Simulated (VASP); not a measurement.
# BN (F-43m) in VASP: further runs, part 3 of 3

VASP 6.6.1. Earlier steps stand in the parts before.

## (4) G0W0 quasiparticle levels, PBE

Contents of POSCAR:

```
BN
1.0
    0.0000000000      1.8130010000      1.8130010000
    1.8130010000      0.0000000000      1.8130010000
    1.8130010000      1.8130010000      0.0000000000
N B
1 1
Direct
    0.2500000000      0.2500000000      0.2500000000
    0.0000000000      0.0000000000      0.0000000000
```

Contents of INCAR.step1:

```
SYSTEM = BN
ALGO = Normal ; EDIFF = 1E-8
ENCUT = 450 ; GGA = PE
ISMEAR = 0 ; LASPH = .TRUE.
LCHARG = .FALSE. ; LREAL = .FALSE.
LWAVE = .TRUE. ; NELM = 100
PREC = Accurate ; SIGMA = 0.01
```

Contents of INCAR.step2:

```
SYSTEM = BN
ALGO = Exact ; EDIFF = 1E-8
ENCUT = 450 ; GGA = PE
ISMEAR = 0 ; ISTART = 1
LASPH = .TRUE. ; LCHARG = .FALSE.
LOPTICS = .TRUE. ; LREAL = .FALSE.
LWAVE = .TRUE. ; NBANDS = 18
NELM = 1 ; PREC = Accurate
SIGMA = 0.01
```

Contents of INCAR.step3:

```
SYSTEM = BN
ALGO = EVGW0 ; EDIFF = 1E-8
ENCUT = 450 ; ENCUTGW = 200
GGA = PE ; ISMEAR = 0
ISTART = 1 ; LASPH = .TRUE.
LCHARG = .FALSE. ; LREAL = .FALSE.
LWAVE = .FALSE. ; NBANDS = 18
NBANDSGW = 12 ; NELMGW = 1
NOMEGA = 48 ; PREC = Accurate
PRECFOCK = Fast ; SIGMA = 0.01
```

Contents of KPOINTS:

```
k-points
0
G
  3 3 3
  0 0 0
```

Potentials or basis: VASP PAW PBE potentials, release 64 (N_GW, B_GW).

The run is started by

```console
> cat potpaw_PBE.64/N_GW/POTCAR potpaw_PBE.64/B_GW/POTCAR > POTCAR
> cp INCAR.step1 INCAR
> mpirun -np 1 vasp_std > vasp.out
> cp INCAR.step2 INCAR
> mpirun -np 1 vasp_std > vasp.out
> cp INCAR.step3 INCAR
> mpirun -np 1 vasp_std > vasp.out
```

OUTCAR:

```text
SYSTEM = BN
   EDIFF = 1E-8
   ENCUT = 450
   ENCUTGW = 200
   GGA = PE
   ISMEAR = 0
   ISTART = 1
   LASPH = .TRUE.
   LREAL = .FALSE.
   NELMGW = 1
   PREC = Accurate
   PRECFOCK = Fast

 Found      4 irreducible k-points:

 Following reciprocal coordinates:
            Coordinates               Weight
  0.000000  0.000000  0.000000      1.000000
  0.333333  0.000000  0.000000      8.000000
  0.333333  0.333333  0.000000      6.000000
 -0.333333  0.333333  0.000000     12.000000
   k-points           NKPTS =      4   k-points in BZ     NKDIM =     27   number of bands    NBANDS=     18
   number of dos      NEDOS =    301   number of ions     NIONS =      2
   total plane-waves  NPLWV =   5832
   dimension x,y,z NGX =    18 NGY =   18 NGZ =   18
   dimension x,y,z NGXF=    36 NGYF=   36 NGZF=   36
   ions per type =               1   1
   NGX,Y,Z   is equivalent  to a cutoff of  11.67, 11.67, 11.67 a.u.
   NGXF,Y,Z  is equivalent  to a cutoff of  23.34, 23.34, 23.34 a.u.
 SYSTEM =  BN
   PREC   = accura    normal or accurate (medium, high low for compatibility)
   ISTART =      1    job   : 0-new  1-cont  2-samecut
   ICHARG =      0    charge: 1-file 2-atom 10-const
   ISPIN  =      1    spin polarized calculation?
   LNONCOLLINEAR =      F non collinear calculations
   LSORBIT =      F    spin-orbit coupling
   LASPH  =      T    aspherical Exc in radial PAW
   ENCUT  =  450.0 eV  33.07 Ry    5.75 a.u.   4.43  4.43  4.43*2*pi/ulx,y,z
   NELM   =     60;   NELMIN=  2; NELMDL=  0     # of ELM steps
   EDIFF  = 0.1E-07   stopping-criterion for ELM
   LREAL  =      F    real-space projection
   EDIFFG = 0.1E-06   stopping-criterion for IOM
   NSW    =      0    number of steps for IOM
   IBRION =     -1    ionic relax: 0-MD 1-quasi-New 2-CG
   NFREE  =      0    steps in history (QN), initial steepest desc. (CG)
   ISIF   =      0    stress and relaxation
   ISYM   =      3    0-nonsym 1-usesym 2-fastsym
   POTIM  = 0.5000    time-step for ionic-motion
   TEBEG  =    0.0;   TEEND  =   0.0 temperature during run
   PSTRESS=    0.0 pullay stress
   NELECT =       8.0000    total number of electrons
   NUPDOWN=      -1.0000    fix difference up-down
   EMIN   =  10.00;   EMAX   =-10.00  energy-range for DOS
   EFERMI =   0.00;   METHOD = LEGACY
   ISMEAR =     0;   SIGMA  =   0.01  broadening in eV -4-tet -1-fermi 0-gaus
   EFERMI_NEDOS =   21; number of points for ismear=-14 and -15
   IALGO  =     38    algorithm
   IMIX   =      4    mixing-type and parameters
     AMIX     =   0.40;   BMIX     =  1.00
     AMIX_MAG =   1.60;   BMIX_MAG =  1.00
  volume/ion in A,a.u.               =       5.96        40.22
  Fermi-wavevector in a.u.,A,eV,Ry     =   1.433387  2.708709 27.954506  2.054598
  Thomas-Fermi vector in A             =   2.552911
   LORBIT       =      0    0 simple, 1 ext, 2 COOP (PROOUT), +10 PAW based schemes
   GGA     = PE    functional components
   LHFCALC =     T    Hartree Fock is set to
   PRECFOCK=fast      Normal, Fast or Accurate (Low or Medium for compatibility)
   ENCUT4O =  -1.0   cutoff for four orbital integrals eV
   NKREDX  =     1    reduce k-point grid by
   NKREDY  =     1    reduce k-point grid by
   NKREDZ  =     1    reduce k-point grid by
   AEXX    =    1.0000 exact exchange contribution
   HFSCREEN=    0.0000 screening length (either q_TF or 0.3 A-1)
   HFSCREENC=   0.0000 screening length for correlation (either q_TF or 0.3 A-1)
   ENCUTFOCK=  -1.0 apply spherical cutoff to Coloumb kernel
   IVDW    =     0    specifies the selected vdW correction
   LEPSILON=     F    determine dielectric tensor
   LRPA    =     F    only Hartree local field effects (RPA)
   LRPAFORCE           =     F    calculate RPA forces
   ENCUTGW             = 200.0    cutoff for response function in eV
   ENCUTGWSOFT         = 160.0    soft cutoff for Coulomb kernel in GW response function in eV
   ENCUTLF             =  -1.0    cutoff for local field effects
   NELMGW              =     1    number of iterations in solving QP/BSE equation
   NELMHF              =     1    number of iterations in the inner HF iteration
   NKREDLFX            =     1    NKREDLFY  =   1   NKREDLFZ  =   1
 non-spin polarized calculation
 Gauss-broadening in eV      SIGMA  =   0.01
  energy-cutoff  :      450.00
  volume of cell :       11.92
 maximum number of plane-waves:       259
 NGX is ok and might be reduce to    18
  NGX = 12; NGY = 12; NGZ = 12
   NGX =  9   NGY =  9   NGZ =  9
 maximum number of plane-waves:        81

 QP shifts <psi_nk| G(iteration)W_0 |psi_nk>: iteration 1
 for sc-GW calculations column KS-energies equals QP-energies in previous step
 and V_xc(KS)=  KS-energies - (<T + V_ion + V_H > + <T+V_H+V_ion>^1  + <V_x>^1)

 k-point   1 :       0.0000    0.0000    0.0000
  band No.  KS-energies  QP-energies   sigma(KS)   V_xc(KS)     V^pw_x(r,r')   Z            occupation Imag(sigma)

      1     -12.7045     -14.4160     -17.6276     -15.4437     -26.3915       0.7837       2.0000       1.6119
      2       7.4800       7.2236     -18.5706     -18.2590     -22.3910       0.8230       2.0000       0.1286
      3       7.4800       7.2236     -18.5706     -18.2590     -22.3910       0.8230       2.0000       0.1286
      4       7.4800       7.2236     -18.5706     -18.2590     -22.3910       0.8230       2.0000       0.1286
      5      16.1541      17.9956     -11.5179     -13.7408      -6.6858       0.8284       0.0000      -0.1291
      6      16.1541      17.9956     -11.5179     -13.7408      -6.6858       0.8284       0.0000      -0.1291
      7      16.1541      17.9956     -11.5179     -13.7408      -6.6858       0.8284       0.0000      -0.1291
      8      17.6446      19.2481     -13.4050     -15.3925      -8.0853       0.8068       0.0000      -0.1614
      9      31.9542      33.0362     -10.0053     -11.3463      -3.2201       0.8069       0.0000      -0.6794
     10      35.0433      37.1790     -10.7176     -13.2558      -5.3479       0.8414       0.0000      -0.5527
     11      35.0433      37.1790     -10.7176     -13.2558      -5.3479       0.8414       0.0000      -0.5527
     12      35.6373      37.0843      -9.2509     -10.9827      -2.9663       0.8356       0.0000      -0.8762

 k-point   2 :       0.3333    0.0000    0.0000
  band No.  KS-energies  QP-energies   sigma(KS)   V_xc(KS)     V^pw_x(r,r')   Z            occupation Imag(sigma)

      1     -10.1846     -11.6877     -17.9553     -16.0149     -26.2370       0.7746       2.0000       1.2550
      2      -0.3875      -1.4295     -16.8408     -15.5250     -21.8274       0.7919       2.0000       0.2318
      3       5.9144       5.4883     -18.0239     -17.5013     -21.9873       0.8152       2.0000       0.1319
      4       5.9144       5.4883     -18.0239     -17.5013     -21.9873       0.8152       2.0000       0.1319
      5      17.2083      18.8070     -12.5600     -14.5090      -7.5426       0.8203       0.0000      -0.1447
      6      17.9907      19.9270     -11.7457     -14.0980      -6.7171       0.8232       0.0000      -0.1464
      7      17.9907      19.9270     -11.7457     -14.0980      -6.7171       0.8232       0.0000      -0.1464
      8      21.8856      23.9397     -13.1320     -15.7170      -7.3366       0.7946       0.0000      -0.2372
      9      30.4998      31.7618      -9.9070     -11.4642      -3.4614       0.8104       0.0000      -0.5469
     10      31.6850      33.4629     -10.3952     -12.5356      -4.6660       0.8307       0.0000      -0.5187
     11      31.6850      33.4629     -10.3952     -12.5356      -4.6660       0.8307       0.0000      -0.5187
     12      34.8352      36.6414     -10.6988     -12.9790      -3.5467       0.7921       0.0000      -0.9185

 k-point   3 :       0.3333    0.3333    0.0000
  band No.  KS-energies  QP-energies   sigma(KS)   V_xc(KS)     V^pw_x(r,r')   Z            occupation Imag(sigma)

      1      -9.3669     -10.8158     -18.0580     -16.1938     -26.1623       0.7772       2.0000       1.1578
      2       1.4101       0.4686     -17.7147     -16.5363     -22.5282       0.7990       2.0000       0.1954
      3       3.4490       2.7584     -17.3375     -16.4851     -21.6274       0.8102       2.0000       0.1542
      4       3.4490       2.7584     -17.3375     -16.4851     -21.6274       0.8102       2.0000       0.1542
      5      13.0634      14.3124     -11.2544     -12.7460      -6.7471       0.8374       0.0000      -0.1135
      6      17.6331      19.0695     -11.2012     -12.9241      -6.3551       0.8337       0.0000      -0.1363
      7      22.8744      25.2203     -12.8574     -15.8195      -6.8812       0.7920       0.0000      -0.2573
      8      22.8744      25.2203     -12.8574     -15.8195      -6.8812       0.7920       0.0000      -0.2573
      9      26.5646      28.5639     -12.9466     -15.4596      -6.7446       0.7956       0.0000      -0.3661
     10      34.6302      36.5232     -10.7589     -13.1424      -3.4910       0.7942       0.0000      -0.9272
     11      40.0725      42.5514     -10.3840     -13.3029      -4.8202       0.8492       0.0000      -0.9946
     12      42.6797      44.6189      -9.7538     -12.1199      -3.0257       0.8195       0.0000      -1.2197

 k-point   4 :      -0.3333    0.3333    0.0000
  band No.  KS-energies  QP-energies   sigma(KS)   V_xc(KS)     V^pw_x(r,r')   Z            occupation Imag(sigma)

      1      -7.3843      -8.6594     -18.8753     -17.2314     -26.7577       0.7757       2.0000       0.9668
      2      -0.9236      -2.0154     -16.3729     -14.9926     -21.3312       0.7910       2.0000       0.2441
      3       0.1065      -0.9454     -16.7141     -15.3973     -21.5376       0.7988       2.0000       0.2127
      4       3.9902       3.3556     -17.4952     -16.7145     -21.7092       0.8129       2.0000       0.1488
      5      15.2084      16.5794     -11.4398     -13.0861      -6.8133       0.8328       0.0000      -0.1239
      6      21.7399      23.8167     -13.3868     -15.9843      -7.8310       0.7996       0.0000      -0.2162
      7      21.9107      24.1750     -12.5032     -15.3419      -6.6763       0.7976       0.0000      -0.2326
      8      23.3440      25.5119     -12.7589     -15.5300      -6.4707       0.7823       0.0000      -0.2938
      9      25.4984      27.2013     -11.2666     -13.3611      -5.6086       0.8131       0.0000      -0.2666
     10      32.3255      34.1222     -10.2149     -12.3564      -4.7162       0.8390       0.0000      -0.4989
     11      34.0402      36.2409     -11.4276     -14.2195      -4.1780       0.7883       0.0000      -0.8420
     12      42.0541      43.8895      -9.3763     -11.5505      -2.9540       0.8442       0.0000      -1.2507
```

Wall time 5.5 s (1 thread of Intel Xeon Platinum 8488C (Sapphire Rapids), shared host); peak memory 0.11 GiB.

The run converged, but some of its settings lie outside the range that counts as converged, so its numbers aren't taken as properties of the crystal.

Results:

- Band gap on the k mesh, mean-field level: 5.58 eV, indirect (least direct gap 8.67 eV)
- Quasiparticle gap: 7.09 eV
- Least direct quasiparticle gap: 10.77 eV

Caveat: the k mesh is coarse (spacing up to 1.00 Å⁻¹), so the values aren't converged; bands, screening cutoff and mesh are small and nothing is extrapolated, so the quasiparticle values aren't converged; an odd mesh through Γ misses points on the zone boundary, where band edges often lie.

## (5) G0W0 quasiparticle levels, PBE

POSCAR is that of step 4.

INCAR.step1 is that of step 4.

INCAR.step2, as its differences from that of step 4:

```diff
@@ -6,3 +6,3 @@
 LOPTICS = .TRUE. ; LREAL = .FALSE.
-LWAVE = .TRUE. ; NBANDS = 18
+LWAVE = .TRUE. ; NBANDS = 51
 NELM = 1 ; PREC = Accurate
```

Contents of INCAR.step3:

```
SYSTEM = BN
ALGO = EVGW0 ; EDIFF = 1E-8
ENCUT = 450 ; ENCUTGW = 75
GGA = PE ; ISMEAR = 0
ISTART = 1 ; LASPH = .TRUE.
LCHARG = .FALSE. ; LREAL = .FALSE.
LWAVE = .FALSE. ; NBANDS = 51
NBANDSGW = 12 ; NELMGW = 1
NOMEGA = 48 ; PREC = Accurate
PRECFOCK = Fast ; SIGMA = 0.01
```

KPOINTS is that of step 4.

Potentials or basis: VASP PAW PBE potentials, release 64 (N_GW, B_GW).

The run is started by

```console
> cat potpaw_PBE.64/N_GW/POTCAR potpaw_PBE.64/B_GW/POTCAR > POTCAR
> cp INCAR.step1 INCAR
> mpirun -np 1 vasp_std > vasp.out
> cp INCAR.step2 INCAR
> mpirun -np 1 vasp_std > vasp.out
> cp INCAR.step3 INCAR
> mpirun -np 1 vasp_std > vasp.out
```

OUTCAR:

```text
SYSTEM = BN
   EDIFF = 1E-8
   ENCUT = 450
   ENCUTGW = 75
   GGA = PE
   ISMEAR = 0
   ISTART = 1
   LASPH = .TRUE.
   LREAL = .FALSE.
   NELMGW = 1
   PREC = Accurate
   PRECFOCK = Fast

 Found      4 irreducible k-points:

 Following reciprocal coordinates:
            Coordinates               Weight
  0.000000  0.000000  0.000000      1.000000
  0.333333  0.000000  0.000000      8.000000
  0.333333  0.333333  0.000000      6.000000
 -0.333333  0.333333  0.000000     12.000000
   k-points           NKPTS =      4   k-points in BZ     NKDIM =     27   number of bands    NBANDS=     51
   number of dos      NEDOS =    301   number of ions     NIONS =      2
   total plane-waves  NPLWV =   5832
   dimension x,y,z NGX =    18 NGY =   18 NGZ =   18
   dimension x,y,z NGXF=    36 NGYF=   36 NGZF=   36
   ions per type =               1   1
   NGX,Y,Z   is equivalent  to a cutoff of  11.67, 11.67, 11.67 a.u.
   NGXF,Y,Z  is equivalent  to a cutoff of  23.34, 23.34, 23.34 a.u.
 SYSTEM =  BN
[... 55 lines left out ...]
 non-spin polarized calculation
 Gauss-broadening in eV      SIGMA  =   0.01
  energy-cutoff  :      450.00
  volume of cell :       11.92
 maximum number of plane-waves:       259
 NGX is ok and might be reduce to    18
  NGX = 12; NGY = 12; NGZ = 12
   NGX =  9   NGY =  9   NGZ =  9
 maximum number of plane-waves:        22
 NGX is ok and might be reduce to    10

 QP shifts <psi_nk| G(iteration)W_0 |psi_nk>: iteration 1
 for sc-GW calculations column KS-energies equals QP-energies in previous step
 and V_xc(KS)=  KS-energies - (<T + V_ion + V_H > + <T+V_H+V_ion>^1  + <V_x>^1)

 k-point   1 :       0.0000    0.0000    0.0000
  band No.  KS-energies  QP-energies   sigma(KS)   V_xc(KS)     V^pw_x(r,r')   Z            occupation Imag(sigma)

      1     -12.7045     -14.4469     -17.6709     -15.4437     -26.3915       0.7823       2.0000       1.4340
      2       7.4800       7.1312     -18.6809     -18.2590     -22.3910       0.8266       2.0000       0.1186
      3       7.4800       7.1312     -18.6809     -18.2590     -22.3910       0.8266       2.0000       0.1186
      4       7.4800       7.1312     -18.6809     -18.2590     -22.3910       0.8266       2.0000       0.1186
      5      16.1541      17.5640     -12.0373     -13.7408      -6.6858       0.8277       0.0000      -0.1303
      6      16.1541      17.5640     -12.0373     -13.7408      -6.6858       0.8277       0.0000      -0.1303
      7      16.1541      17.5640     -12.0373     -13.7408      -6.6858       0.8277       0.0000      -0.1303
      8      17.6446      18.7904     -13.9809     -15.3925      -8.0853       0.8116       0.0000      -0.1600
      9      31.9542      32.4586     -10.7215     -11.3463      -3.2201       0.8074       0.0000      -0.6653
     10      35.0433      36.2371     -11.8239     -13.2558      -5.3479       0.8337       0.0000      -0.5452
     11      35.0433      36.2371     -11.8239     -13.2558      -5.3479       0.8337       0.0000      -0.5452
     12      35.6373      36.2446     -10.2488     -10.9827      -2.9663       0.8276       0.0000      -0.8435
[... 36 lines left out ...]
      1      -7.3843      -8.7433     -18.9939     -17.2314     -26.7577       0.7711       2.0000       0.7896
      2      -0.9236      -2.0853     -16.4638     -14.9926     -21.3312       0.7896       2.0000       0.2415
      3       0.1065      -1.0164     -16.8040     -15.3973     -21.5376       0.7983       2.0000       0.2117
      4       3.9902       3.2782     -17.5916     -16.7145     -21.7092       0.8118       2.0000       0.1487
      5      15.2084      16.1223     -11.9885     -13.0861      -6.8133       0.8327       0.0000      -0.1265
      6      21.7399      23.4147     -13.9022     -15.9843      -7.8310       0.8044       0.0000      -0.2070
      7      21.9107      23.7497     -13.0498     -15.3419      -6.6763       0.8023       0.0000      -0.2241
      8      23.3440      25.1245     -13.2750     -15.5300      -6.4707       0.7896       0.0000      -0.2774
      9      25.4984      26.6783     -11.9099     -13.3611      -5.6086       0.8131       0.0000      -0.2572
     10      32.3255      33.2921     -11.1901     -12.3564      -4.7162       0.8288       0.0000      -0.5024
     11      34.0402      35.6742     -12.1370     -14.2195      -4.1780       0.7847       0.0000      -0.7932
     12      42.0541      42.8765     -10.5629     -11.5505      -2.9540       0.8327       0.0000      -1.2375
```

OUTCAR.step1:

```text
SYSTEM = BN
   EDIFF = 1E-8
   ENCUT = 450
   GGA = PE
   ISMEAR = 0
   LASPH = .TRUE.
   LREAL = .FALSE.
[... 151 lines left out ...]
      0.90650      0.90650      0.90650        -0.000000     -0.000000      0.000000
      0.00000      0.00000      0.00000         0.000000      0.000000     -0.000000
 -----------------------------------------------------------------------------------
    total drift:                                0.000001      0.000001      0.000001

  FREE ENERGIE OF THE ION-ELECTRON SYSTEM (eV)
  ---------------------------------------------------
  free  energy   TOTEN  =       -17.0724773974 eV

  energy  without entropy=      -17.0724773974  energy(sigma->0) =      -17.07247740
```

It took 5.7 s on 1 thread of Intel Xeon Platinum 8488C (Sapphire Rapids), shared host; peak memory 0.11 GiB.

These settings aren't checked as converged: the numbers below hold their error.

Results:

```
Band gap on the k mesh, mean-field level : 5.58 eV, indirect (least direct gap 8.67 eV)
Quasiparticle gap                        : 6.74 eV
Least direct quasiparticle gap           : 10.43 eV
```

Caveat: the k mesh is coarse (spacing up to 1.00 Å⁻¹), so the values aren't converged; bands, screening cutoff and mesh are small and nothing is extrapolated, so the quasiparticle values aren't converged; an odd mesh through Γ misses points on the zone boundary, where band edges often lie.
